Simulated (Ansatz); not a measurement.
SiC:

```
CELL_PARAMETERS angstrom
3.07569 0.00000 0.00000
-1.53785 2.66363 0.00000
0.00000 0.00000 10.07065
ATOMIC_POSITIONS crystal
Si 0.00000 0.00000 0.18789
Si 0.00000 0.00000 0.68789
Si 0.33333 0.66667 0.43784
Si 0.66667 0.33333 0.93784
C 0.00000 0.00000 0.00046
C 0.00000 0.00000 0.50046
C 0.33333 0.66667 0.24980
C 0.66667 0.33333 0.74980
```

The cell is a database's computed one.

- Program: Ansatz 0.2.0
- Task: relaxation of cell and atoms
- Functional: PBE
- Potentials or basis: Ansatz PAW
- Cutoff: 420 eV (not typed: the program's choice for these potentials)
- k mesh: 10 × 10 × 3
- Occupations: fermi-dirac, width 0.05 eV
- Spin: no spin polarisation

At the start: volume 10.31 Å³/atom.

**Question.** How do energy, volume and symmetry change on relaxing?

**Answer.** It ends after 7 steps and the volume is 10.50 Å³/atom (+1.8 %); space group P6_3mc (No. 186, to 0.05 Å).

Step by step:
| step | energy change (eV) | largest force (eV/Å) | volume (Å³) |
| --- | --- | --- | --- |
| 1 | 0.0000 | 0.0060 | 82.50 |
| 2 | -0.0124 | 0.0057 | 83.28 |
| 3 | -0.0150 | 0.0003 | 83.95 |
| 4 | -0.0150 | 0.0019 | 83.96 |
| 5 | -0.0178 | 0.0019 | 83.96 |
| 6 | -0.0178 | 0.0002 | 83.98 |
| 7 | -0.0178 | 0.0002 | 83.98 |

Final structure:
```
CELL_PARAMETERS angstrom
3.09413 0.00000 0.00000
-1.54707 2.67960 0.00000
0.00000 0.00000 10.12928
ATOMIC_POSITIONS crystal
Si 0.00000 0.00000 0.18790
Si 0.00000 0.00000 0.68790
Si 0.33333 0.66667 0.43784
Si 0.66667 0.33333 0.93784
C 0.00000 0.00000 0.00045
C 0.00000 0.00000 0.50045
C 0.33333 0.66667 0.24981
C 0.66667 0.33333 0.74981
```

Caveat: the plane-wave basis is chosen anew once the cell has moved, so the energies of steps on either side of that aren't comparable.
